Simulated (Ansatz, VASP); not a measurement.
Given: the input of a run of Ansatz 0.2.0 on Pd.

input.yaml

```yaml
crystal:
  lattice:
    - [-1.572281, 1.572281, 1.572281]
    - [1.572281, -1.572281, 1.572281]
    - [1.572281, 1.572281, -1.572281]
  atoms:
    - { symbol: Pd, position: [0.0, 0.0, 0.0] }
kpoints:
  mp_grid: { grid: [12, 12, 12] }
scf:
  occupations: { method: gaussian, width: 0.1 }
hamiltonian:
  xc: pbe
  pseudopotentials: { kind: all_electron, lapw: { basis_error: 0.001 } }
output:
  forces: true
  stress: true
  eigenvalues: true
```

Potentials or basis: all-electron LAPW, scalar-relativistic.

Run with:

```bash
$ ansatz run input.yaml --threads 1 --pin off --max-ram 3072MiB --backend cpu --events-out ev --progress --plain --runs-dir out
```

**Question.** Set up the same calculation for VASP 6.6.1. Potentials there: VASP PAW PBE potentials, release 64 (Pd).

**Answer.** As run (the cutoff follows the program's own potentials):

The input INCAR:

```
PREC     = Accurate       # precision mode
ENCUT    = 520            # plane-wave cutoff, eV
EDIFF    = 1E-7           # SCF threshold, eV
ISMEAR   = 0              # smearing method
SIGMA    = 0.1            # smearing width, eV
LREAL    = False          # projectors in reciprocal space
LASPH    = True           # aspherical terms in the spheres
NELM     = 80             # most SCF steps
ALGO     = Fast           # electronic algorithm
ISIF     = 2              # what is computed and relaxed
LWAVE    = False          # write WAVECAR
LCHARG   = False          # write CHGCAR
GGA      = PE             # functional
NBANDS   = 11             # bands
```

Contents of KPOINTS:

```
regular mesh
0
Gamma
  12 12 12
```

Contents of POSCAR:

```
Pd
1.0
   -1.5722810000      1.5722810000      1.5722810000
    1.5722810000     -1.5722810000      1.5722810000
    1.5722810000      1.5722810000     -1.5722810000
Pd
1
Direct
    0.0000000000      0.0000000000      0.0000000000
```

Potentials or basis: VASP PAW PBE potentials, release 64 (Pd).

Command:

```bash
$ cat potpaw_PBE.64/Pd/POTCAR > POTCAR
$ mpirun -np 1 vasp_std > vasp.out
```

Both were run:

|  | VASP | Ansatz | Ansatz less VASP |
| --- | --- | --- | --- |
| gap on the k mesh at the Fermi level (eV) | none | none | - |
| pressure (GPa) | -1.4 | -1.3 | +0.19 |

A gap of «none» marks a metal or a gap that the smearing closes. Ansatz ran all-electron here, so the differences hold the error of VASP's frozen core and of both bases.
